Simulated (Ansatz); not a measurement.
Crystal: Al2O3.

```xyz
10
Lattice="4.6138 0.0000 0.0000 0.0000 9.5633 0.0000 0.0000 0.0000 3.1199" Properties=species:S:1:pos:R:3 pbc="T T T"
Al    4.5352    7.8856    0.0000
Al    0.0785    1.6777    0.0000
Al    2.2283    6.4593    1.5599
Al    2.3854    3.1040    1.5599
O     2.3069    4.7816    1.5599
O     0.5704    7.2016    1.5599
O     1.7365    2.4200    0.0000
O     2.8773    7.1433    0.0000
O     0.0000    0.0000    0.0000
O     4.0434    2.3617    1.5599
```

Measurements of this composition are mostly on another form, of space group No. 167.

| Property | Result |
| --- | --- |
| Program | Ansatz 0.2.0 |
| Task | relaxation of cell and atoms |
| Functional | RPBE |
| Dispersion | D4 |
| Potentials or basis | Ansatz PAW |
| Cutoff | 420 eV (not typed: the program's choice for these potentials) |
| k mesh | 6 × 3 × 9 |
| Occupations | fermi-dirac, width 0.05 eV |
| Spin | no spin polarisation |

At the start: volume 13.77 Å³/atom.

Question: Where does the relaxation end?

Answer: It ends after 18 steps and the volume is 12.52 Å³/atom (-9.1 %); space group Pnnm (No. 58, to 0.05 Å).

The path:
```tsv
step	energy change (eV)	largest force (eV/Å)	volume (Å³)
1	0.0000	0.2069	137.66
2	-0.0567	0.1224	137.26
3	-0.1060	0.1296	137.43
4	-0.1232	0.0786	137.45
5	-0.1493	0.1717	138.46
6	-0.1815	0.2204	137.24
7	-0.2275	0.1708	133.43
8	-0.2396	0.2237	130.97
9	-0.2673	0.0188	128.24
10	-0.2716	0.0278	127.07
11	-0.2717	0.0070	127.10
12	-0.2531	0.0066	127.10
13	-0.2581	0.0105	125.95
14	-0.2600	0.0089	125.36
15	-0.2597	0.0003	125.46
16	-0.2550	0.0003	125.46
17	-0.2560	0.0029	125.16
18	-0.2550	0.0030	125.16
```

Final structure:
```
CELL_PARAMETERS angstrom
4.38483 0.00000 0.00000
0.00000 9.46942 0.00000
0.00000 0.00000 3.01427
ATOMIC_POSITIONS crystal
Al 0.15981 0.83846 0.00000
Al 0.84019 0.16154 0.00000
Al 0.65981 0.66154 0.50000
Al 0.34019 0.33846 0.50000
O 0.50000 0.50000 0.50000
O 0.36629 0.79749 0.50000
O 0.13371 0.29749 0.00000
O 0.86629 0.70251 0.00000
O 0.00000 0.00000 0.00000
O 0.63371 0.20251 0.50000
```

Caveat: the plane-wave basis is chosen anew once the cell has moved, so the energies of steps on either side of that aren't comparable; the pressure holds a Pulay correction of +0.5 GPa for the finite cutoff; the PAW data sets come from PBE, with cores solved anew for the run's functional, which leaves a small shift of forces and pressure.
